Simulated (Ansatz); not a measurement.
CdO2 in Ansatz: the effect of functional

Crystal: CdO2.

```
Cd O
1.0
     3.52197    0.00000    0.00000
    -1.76099    3.05012    0.00000
     0.00000    0.00000    4.20266
Cd O
1 2
Direct
  0.00000 0.00000 0.00000
  0.33333 0.66667 0.24422
  0.66667 0.33333 0.75578
```

The cell comes from a database or a generator and needn't be the stable form of this composition.

The cell isn't the ideal one: volume scaled by 1.04.

Alike in all runs:

* Program: Ansatz 0.2.0
* Task: single point
* Potentials or basis: Ansatz PAW
* k mesh: 9 × 9 × 7
* Occupations: fermi-dirac, width 0.05 eV
* Spin: no spin polarisation

| functional | cutoff | pressure (GPa) | largest force (eV/Å) |
| --- | --- | --- | --- |
| LDA | 420 eV (not typed: the program's choice for these potentials) | -16.7 | 0.67 |
| PBEsol | 420 eV (not typed: the program's choice for these potentials) | ? | ? |
| r2SCAN | 500 eV (not typed: the program's choice for these potentials) | -12.0 | 0.43 |

**Question.** What does the run with functional PBEsol give?

**Answer.** Pressure -12.7 GPa; largest force 0.49 eV/Å.

Caveats: the PAW data sets come from PBE, with cores solved anew for the run's functional, which leaves a small shift of forces and pressure.

Runs at the PBE level aren't shown here.
